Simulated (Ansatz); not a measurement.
# C (Graphite 3R): a single-point run

Wanted: a converged single-point run for C (Graphite 3R), and a check of what comes out. The structure is shown as the input types it.

Computed with Ansatz 0.2.0 (DFT, PBE, norm-conserving pseudopotentials, Ansatz's default files, scalar-relativistic, unless a step's input says otherwise).

5 further runs of the same task are left out: 4 for a broken database entry, 1 that didn't finish.

**1. The system as given**

The structure is monoclinic, space group C2/m (No. 12). The conventional cell has a = 4.254 Å, b = 2.456 Å, c = 3.635 Å, α = 90.00°, β = 112.96°, γ = 90.00°. Around C (site symmetry m) lie 1 C at 0.99 Å.

Coordinates:

```
CELL_PARAMETERS angstrom
1.22803 0.70900 3.34701
-1.22803 0.70900 3.34701
0.00000 -1.41801 3.34701
ATOMIC_POSITIONS crystal
C 0.73520 0.88520 0.88520
C 0.26480 0.11480 0.11480
```

**2. Running it**

File input.yaml:

```yaml
crystal:
  lattice:
    - [1.2280287114, 0.7090027071, 3.3470114498]
    - [-1.2280287114, 0.7090027071, 3.3470114498]
    - [0.0, -1.4180054142, 3.3470114498]
  atoms:
    - { symbol: C, position: [0.7352, 0.8852, 0.8852] }
    - { symbol: C, position: [0.2648, 0.1148, 0.1148] }
kpoints:
  mp_grid: { grid: [14, 14, 14] }
scf:
  occupations: { method: fermi_dirac, width: 0.05 }
  mixing: { algorithm: anderson, beta: 1.0, ndim: 1, preconditioner: none }
  max_iter: 100
hamiltonian:
  xc: pbe
  pseudopotentials: { kind: nc }
output:
  forces: true
  stress: true
  eigenvalues: true
  populations: true
```

On the command line:

```bash
$ ansatz run input.yaml --threads 1 --pin off --max-ram 2048MiB --backend cpu --events-out ev --progress --plain --runs-dir out
```

Q: Will this input give a usable result? If not, why, and what should change?

The run converged and reported no error. It gives a pressure of 138 GPa and a largest force of 52.3 eV/Å, which is large; a structure far from rest gives such values too, whatever the setting.

Look at the input: scf.mixing.algorithm is anderson; scf.mixing.beta is 1.0; scf.mixing.ndim is 1; scf.mixing.preconditioner is none. What could go wrong: mixing too aggressive. Here it converged all the same; such a setting changes the road, not the converged state. Several mixing settings were changed at once, so this run can't tell how much each is to blame.

To check: delete scf.mixing.algorithm, scf.mixing.beta, scf.mixing.ndim and scf.mixing.preconditioner (the default then holds).
